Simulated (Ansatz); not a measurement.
## hcp against fcc along the 4d metals

Computed with DFT, BLYP, plane waves (420 eV) with PAW, scalar-relativistic (Ansatz). The PAW files were generated under PBE, with cores re-solved for the functional.

Each structure is relaxed within its symmetry, in the lowest magnetic state of the tried starts. Differences under about 8 meV lie within the error of the k-point mesh. Some of these cells lie far above the measured volume under this functional.

| element | E(hcp) − E(fcc) (meV/atom) | V(hcp) (Å³/atom) | V(fcc) (Å³/atom) | state of hcp | state of fcc |
| --- | --- | --- | --- | --- | --- |
| Y | -24 | 33.80 | 33.47 | spin not included | spin not included |
| Zr | ? | ? | ? | ? | ? |
| Nb | -43 | 19.44 | 19.50 | spin not included | spin not included |
| Mo | 11 | 16.78 | 16.67 | spin not included | spin not included |
| Ru | -105 | 14.43 | 14.51 | spin not included | spin not included |
| Rh | 36 | 14.91 | 14.82 | spin not included | non-magnetic |
| Pd | 26 | 16.46 | 16.38 | spin not included | spin not included |
| Ag | 0 | 19.36 | 19.30 | spin not included | spin not included |
| Cd | -9 | 26.67 | 26.46 | spin not included | spin not included |

**Question.** Fill in the row of Zr.

**Answer.** E(hcp) − E(fcc) (meV/atom): -39; V(hcp) (Å³/atom): 24.18; V(fcc) (Å³/atom): 24.02; state of hcp: spin not included; state of fcc: spin not included.
